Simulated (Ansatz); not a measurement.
## Zone-centre phonons of CuO: input and output

Method: Ansatz, DFT PBE+U, scalar-relativistic, plane waves, PAW.

Launched with:
```bash
ansatz run input.yaml --threads 2 --pin off --max-ram 7168MiB --backend cpu --events-out ev --progress --plain --runs-dir out
```

Input (bare energies are in eV):
```yaml
crystal:
  lattice:
    - [2.0928547205, -2.0958357814, 0.0]
    - [2.0928547205, 2.0958357814, 0.0]
    - [0.0, 0.0, 5.1802137678]
  atoms:
    - { symbol: Cu, position: [0.0, 0.5, 0.0] }
    - { symbol: Cu, position: [0.5, 0.0, 0.5] }
    - { symbol: O, position: [0.5, 0.5, 0.25] }
    - { symbol: O, position: [0.5, 0.5, 0.75] }
basis:
  ecutwfc: 420
kpoints:
  mp_grid: { grid: [14, 14, 8] }
hamiltonian:
  xc: pbe
  hubbard: { sites: [{ species: Cu, l: d, u_eff: 4.0 }] }
scf:
  occupations: { method: fermi_dirac, width: 0.15 }
output:
  eigenvalues: true
phonons:
  method: dfpt
  eigenvectors: true
```

Results section of the output:
```
--- Phonons (Γ-DFPT): 6 representative perturbations + reference, on 788 of 1568 k-points (Σ response iterations 52) ---
  k mesh reduced under 1 symmetry operation, with k and −k counted as one. Each operation leaves every solved perturbation unchanged. A smaller set is not considered because the run has a Hubbard term
  ASR residual: 4.451e-5 → 0.000e0 eV/Å²; symmetrization residual: 3.424e-6 eV/Å²
  ASR residual per site (eV/Å²): 8.59e-6 8.59e-6 4.45e-5 4.45e-5
  Γ frequencies (cm⁻¹): 0.00 0.00 0.00 162.74 162.82 276.87 292.47 292.67 452.04 452.31 474.82 493.54
  non-analytic LO–TO correction: not included (Born effective charges unavailable; polar crystals: no LO–TO splitting at Γ)
```

It took 14 min on 2 threads of Arm Neoverse V1, with other jobs on the host, peak memory 3.7 GiB.

In a metal, frequencies and elastic constants depend on the k mesh and the smearing, soft modes and shear constants most. Spin polarisation was left out, and a magnetic state may lie lower. A semilocal functional can close a gap that the real compound has.

This form isn't the usual stable structure of the compound.